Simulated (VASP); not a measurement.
Wanted: the native input for a VASP 6.6.1 run.

| Property | Result |
| --- | --- |
| Task | single point |
| Functional | PBE |
| Potentials or basis | VASP PAW PBE potentials, release 64 (Cu, I) |
| Cutoff | 520 eV |
| k mesh | 6 × 6 × 6 |
| Occupations | gaussian, width 0.1 eV |
| Spin | collinear spin, typed start |
| Starting moments | [1.0, 0.0] μB |
| Dipole correction | no |
| Further INCAR settings | ALGO = Normal; EDIFF = 1e-07; NBANDS = 20 |

The structure of CuI lies in POSCAR:

```
CuI
1.0
    0.0000000000      3.0315000000      3.0315000000
    3.0315000000      0.0000000000      3.0315000000
    3.0315000000      3.0315000000      0.0000000000
Cu I
1 1
Direct
    0.7500000000      0.7500000000      0.7500000000
    0.0000000000      0.0000000000      0.0000000000
```

These files were run (other wordings do the same):

INCAR

```
SYSTEM = CuI
  ALGO = Normal
  EDIFF = 1E-7
  ENCUT = 520
  GGA = PE
  ISIF = 2
  ISMEAR = 0
  ISPIN = 2
  LASPH = .TRUE.
  LCHARG = .FALSE.
  LMAXMIX = 4
  LORBIT = 11
  LREAL = .FALSE.
  LWAVE = .FALSE.
  MAGMOM = 1 0
  NBANDS = 20
  NELM = 150
  PREC = Accurate
  SIGMA = 0.1
```

KPOINTS

```
k-points
0
G
  6 6 6
  0 0 0
```

Potentials or basis: VASP PAW PBE potentials, release 64 (Cu, I).

Run with:

```bash
$ cat potpaw_PBE.64/Cu/POTCAR potpaw_PBE.64/I/POTCAR > POTCAR
$ mpirun -np 1 vasp_std > vasp.out
```

It gave:

```yaml
Pressure: 0.4 GPa
Band_gap_on_the_k_mesh: 1.14 eV, direct
Net_moment: 0.00 μB per cell
Valence_electrons_inside_the_program's_atomic_spheres: Cu 9.92; I 4.31
```

Caveat: spin-orbit coupling is left out, which moves the levels of the heavy elements.

It took 25 s on 1 thread of Intel(R) Xeon(R) Platinum 8488C (Sapphire Rapids) (shared host), peak memory 0.21 GiB.
